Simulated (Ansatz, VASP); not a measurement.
## HfO2: VASP beside Ansatz

```xyz
3
Lattice="0.0000 2.6854 2.6214 2.6854 0.0000 2.6214 2.6854 2.6854 0.0000" Properties=species:S:1:pos:R:3 pbc="T T T"
Hf    0.0000    0.0000    0.0000
O     1.3427    1.3427    1.3107
O     4.0281    4.0281    3.9322
```

Change from the starting cell: strain +0.050 along x and y, +0.025 along z, atoms carried along.

Alike in both runs: task single point; functional PBEsol; k mesh 8 × 8 × 8; occupations gaussian, width 0.05 eV; no spin polarisation.

|  | VASP | Ansatz |
| --- | --- | --- |
| version | VASP 6.6.1 | Ansatz 0.2.0 |
| potentials or method | VASP PAW PBE potentials, release 64 (Hf_pv, O) | scalar-relativistic, plane waves, PAW |
| plane-wave cutoff (eV) | 520 | 420 |
| valence electrons in the cell | 22 | 38 |

Ansatz gave:

- gap on the k mesh at the Fermi level (eV): 3.13
- least direct gap on the mesh (eV): 3.13
- pressure (GPa): -30.7
- largest component of the traceless stress (GPa): 6.04

Q: Which values does VASP return?

A: gap on the k mesh at the Fermi level (eV): 3.11; least direct gap on the mesh (eV): 3.11; pressure (GPa): -33.1; largest component of the traceless stress (GPa): 6.11.

With one functional, cell and mesh, what is left measures potentials, basis and numerics. The two sets of potentials don't hold the same shells in valence.

Caveats: the cell as given lies far from equilibrium; so large a pressure means that the cell lies far from this level's equilibrium, or that cutoff or potentials fall short (VASP); the potentials were made for another functional, which shifts forces and pressure (VASP); spin-orbit coupling is left out, which moves the levels of the heavy elements. A k mesh can miss the band edges.
